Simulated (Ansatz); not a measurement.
Runs of Ansatz 0.2.0 on Yb. Symmetry: P6_3/mmc, No. 194, hexagonal system. The conventional cell has a = 3.880 Å, b = 3.880 Å, c = 6.386 Å, α = 90.00°, β = 90.00°, γ = 120.00°. Yb (site symmetry -6m2) is surrounded by 12 Yb at 3.88 to 3.90 Å. This isn't the form of Yb at room conditions, which is fcc.

| spin | fixed moment (μB) | pressure (GPa) | moment (μB) |
| --- | --- | --- | --- |
| collinear, ferromagnetic start | 0.5 | -3.3 | 0.50 |
| collinear, ferromagnetic start | 3.0 | -3.7 | 3.00 |
| collinear, ferromagnetic start | 2.5 | -3.5 | 2.50 |
| collinear, ferromagnetic start | 4.0 | (a) | 4.00 |
| collinear, ferromagnetic start | 2.0 | -3.4 | 2.00 |
| collinear, ferromagnetic start | 1.5 | -3.4 | 1.50 |
| collinear, ferromagnetic start | 1.0 | -3.4 | 1.00 |
| collinear, program default start | 0.0 | -3.3 | 0.00 |

Alike in all rows: task single point; level PBEsol; potentials or basis Ansatz PAW; cell as given; k mesh 7 × 7 × 4; cutoff (eV) 420; smearing fermi-dirac 0.05 eV.

Task: Fill in the values left out.

Result: (a) -3.9.

Caveats: the total moment is fixed, so each spin has its own Fermi level; the PAW data sets come from PBE, with cores solved anew for the run's functional, which leaves a small shift of forces and pressure; the thresholds are loose for stress.
